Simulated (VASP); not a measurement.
The system is CO2.

```
O C
1.0
     5.27182    0.00000    0.00000
     0.00000    4.77476    0.00000
     0.00000    0.00000    6.58717
O C
8 4
Direct
  0.50000 0.19349 0.60816
  0.50000 0.80651 0.39184
  0.00000 0.80651 0.10816
  0.00000 0.19349 0.89184
  0.00000 0.69349 0.60816
  0.00000 0.30651 0.39184
  0.50000 0.30651 0.10816
  0.50000 0.69349 0.89184
  0.50000 0.00000 0.50000
  0.00000 0.00000 0.00000
  0.00000 0.50000 0.50000
  0.50000 0.50000 0.00000
```

The cell comes from a database or a generator and needn't be the stable form of this composition.

* Program: VASP 6.6.1
* Task: relaxation of cell and atoms
* Functional: revPBE
* Dispersion: D4
* Potentials or basis: VASP PAW PBE potentials, release 64 (O, C)
* Cutoff: 580 eV
* k mesh: 5 × 6 × 4
* Occupations: fermi-dirac, width 0.02 eV
* Spin: no spin polarisation

At the start: pressure 3.8 GPa; volume 13.82 Å³/atom.

Task: Where does the relaxation end?

Result: Over 12 steps the energy falls by 6.9 meV/atom and the volume is 15.46 Å³/atom (+11.9 %); space group Cmce (No. 64, to 0.05 Å).

Step by step:
```
step  energy change (eV)  largest force (eV/Å)  pressure (GPa)  volume (Å³)
   1              0.0000                0.9821            3.76       165.81
   2              1.4482                5.3577          -15.38       173.69
   3             -0.0403                0.1601            0.36       166.85
   4             -0.0406                0.0780            0.60       166.77
   5             -0.0406                0.0594            0.67       166.75
   6             -0.0467                0.0559            0.60       167.93
   7             -0.0616                0.0419            0.44       171.51
   8             -0.0791                0.0081            0.22       178.81
   9             -0.0746                0.1222            0.05       194.02
  10             -0.0829                0.0742            0.18       185.30
  11              0.0210                1.5597           -4.23       189.17
  12             -0.0831                0.0103           -0.04       185.46
```

Final structure:
```
O C
1.0
     5.53327    0.00000    0.00000
     0.00000    4.92413    0.00000
     0.00000    0.00000    6.80682
O C
8 4
Cartesian
  2.7666 0.9345 4.1193
  2.7666 3.9896 2.6875
  0.0000 3.9896 0.7159
  0.0000 0.9345 6.0909
  0.0000 3.3966 4.1193
  0.0000 1.5276 2.6875
  2.7666 1.5276 0.7159
  2.7666 3.3966 6.0909
  2.7666 0.0000 3.4034
  0.0000 0.0000 0.0000
  0.0000 2.4621 3.4034
  2.7666 2.4621 0.0000
```

Caveat: the standard files for N, O and F lose accuracy on very short bonds; the PAW data sets were made with another functional, which shifts forces and pressure a little.
